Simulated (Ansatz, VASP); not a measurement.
# Na: VASP beside Ansatz

The input INCAR:

```
SYSTEM = Na
  PREC = Accurate
  ENCUT = 520
  EDIFF = 1E-7
  ISMEAR = -1
  SIGMA = 0.05
  LREAL = .False.
  LASPH = .True.
  NELM = 80
  ALGO = Normal
  ISIF = 2
  LWAVE = .False.
  LCHARG = .False.
  GGA = PE
  NBANDS = 14
```

KPOINTS

```
regular mesh
0
Gamma
  8 8 5
  0 0 0
```

File POSCAR:

```
Na
1.0
    3.7670000000      0.0000000000      0.0000000000
   -1.8835000000      3.2623176961      0.0000000000
    0.0000000000      0.0000000000      6.1540000000
Na
2
Direct
    0.6554920000      0.3237810000      0.7498980000
    0.3229620000      0.6585590000      0.2480590000
```

File input.yaml:

```yaml
crystal:
  lattice:
    - [3.767, 0.0, 0.0]
    - [-1.8835, 3.2623176961, 0.0]
    - [0.0, 0.0, 6.154]
  atoms:
    - { symbol: Na, position: [0.655492, 0.323781, 0.749898] }
    - { symbol: Na, position: [0.322962, 0.658559, 0.248059] }
hamiltonian:
  xc: pbe
  pseudopotentials: { kind: paw }
kpoints:
  mp_grid: { grid: [8, 8, 5] }
scf:
  occupations: { method: fermi_dirac, width: 0.05 }
output:
  forces: true
  stress: true
  eigenvalues: true
```

Change from the starting cell: atoms moved at random, drawn with an rms of 0.05 Å.

Alike in both runs: task single point; functional PBE; k mesh 8 × 8 × 5; occupations fermi-dirac, width 0.05 eV; no spin polarisation.

|  | VASP | Ansatz |
| --- | --- | --- |
| version | VASP 6.6.1 | Ansatz 0.2.0 |
| potentials or method | VASP PAW PBE potentials, release 64 (Na_pv) | Ansatz PAW |
| plane-wave cutoff (eV) | 520 | 420 |
| valence electrons in the cell | 14 | 18 |

|  | VASP | Ansatz | Ansatz less VASP |
| --- | --- | --- | --- |
| gap on the k mesh at the Fermi level (eV) | none | none | - |
| pressure (GPa) | -0.1 | -0.1 | 0.00 |
| largest component of the traceless stress (GPa) | 0.16 | 0.16 | +0.002 |
| rms of the force components (eV/Å) | 0.005 | 0.005 | -0.0002 |

Atom by atom the forces differ by 0.000 eV/Å (rms over components). A gap of «none» marks a metal or a gap that the smearing closes. The two sets of potentials don't hold the same shells in valence.
